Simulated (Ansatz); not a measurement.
Here is an Ansatz 0.2.0 calculation.

input.yaml

```yaml
crystal:
  lattice:
    - [2.76919, 0.0, 0.0]
    - [0.0, 2.76919, 0.0]
    - [0.0, 0.0, 2.76919]
  atoms:
    - { symbol: Al, position: [0.5, 0.5, 0.5] }
    - { symbol: O, position: [0.0, 0.0, 0.0] }
hamiltonian:
  xc: lda
  pseudopotentials: { kind: paw }
kpoints:
  mp_grid: { grid: [10, 10, 10] }
scf:
  occupations: { method: fermi_dirac, width: 0.05 }
output:
  forces: true
  stress: true
  eigenvalues: true
  write_density: true
  write_potential: true
  elf: true
  volumetric_format: npy
relax:
  f_tol: 0.01
  max_steps: 40
  cell: { stress_tol: 0.05 }
```

Potentials or basis: Ansatz PAW.

The run is started by

```console
$ ansatz run input.yaml --threads 2 --pin off --max-ram 5632MiB --backend cpu --events-out ev --progress --plain --runs-dir out
```

(1) What does it give for the space group after relaxing (to 0.05 Å)?

(2) Predict the band gap on the k mesh.

Answers

(1) Pm-3m (No. 221).

(2) none (metal or under the smearing width).

Caveat: an odd number of electrons without spin polarisation forces a metal; a magnetic or distorted state may lie lower.
